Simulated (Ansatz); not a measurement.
Wanted: the native input for an Ansatz 0.2.0 run.

```yaml
Task: band structure
Functional: LDA
Potentials_or_basis: Ansatz PAW
Cutoff: "420 eV (not typed: the program's choice for these potentials)"
k_mesh: 5 × 5 × 5
Occupations: fermi-dirac, width 0.05 eV
Spin: spin-orbit coupling, no magnetisation
Path: "[[\"G\", \"X\", \"M\", \"G\", \"R\", \"X\"], [\"M\", \"R\"]]"
Points_for_each_segment_of_the_path: 14
```

Crystal: Cu3Au (Auricupride).

```xyz
4
Lattice="3.7400 0.0000 0.0000 0.0000 3.7400 0.0000 0.0000 0.0000 3.7400" Properties=species:S:1:pos:R:3 pbc="T T T"
Au    0.0000    0.0000    0.0000
Cu    1.8700    1.8700    0.0000
Cu    1.8700    0.0000    1.8700
Cu    0.0000    1.8700    1.8700
```

The input as run:

input.yaml

```yaml
crystal:
  lattice:
    - [3.74, 0.0, 0.0]
    - [0.0, 3.74, 0.0]
    - [0.0, 0.0, 3.74]
  atoms:
    - { symbol: Au, position: [0.0, 0.0, 0.0] }
    - { symbol: Cu, position: [0.5, 0.5, 0.0] }
    - { symbol: Cu, position: [0.5, 0.0, 0.5] }
    - { symbol: Cu, position: [0.0, 0.5, 0.5] }
hamiltonian:
  xc: lda
  pseudopotentials: { kind: paw_fr }
magnetization:
  noncollinear: true
  spin_orbit: true
kpoints:
  mp_grid: { grid: [5, 5, 5] }
  band_path:
    path:
      - [[0.0, 0.0, 0.0], [0.0, 0.5, 0.0], [0.5, 0.5, 0.0], [0.0, 0.0, 0.0], [0.5, 0.5, 0.5], [0.0, 0.5, 0.0]]
      - [[0.5, 0.5, 0.0], [0.5, 0.5, 0.5]]
    npoints: 14
scf:
  occupations: { method: fermi_dirac, width: 0.05 }
  n_extra_bands: 10
output:
  forces: true
  stress: true
  eigenvalues: true
  fatbands: true
```

Potentials or basis: Ansatz PAW.

Run with:

```bash
$ ansatz run input.yaml --threads 2 --pin off --max-ram 5632MiB --backend cpu --events-out ev --progress --plain --runs-dir out
```

It gave:

```
Pressure               : -9.5 GPa
Band gap on the k mesh : none (metal or under the smearing width)
```

Caveat: the PAW data sets come from PBE, with cores solved anew for the run's functional, which leaves a small shift of forces and pressure.

Wall time 51 s on 2 threads of Arm Neoverse V2, on a shared host, peak memory 0.69 GiB.
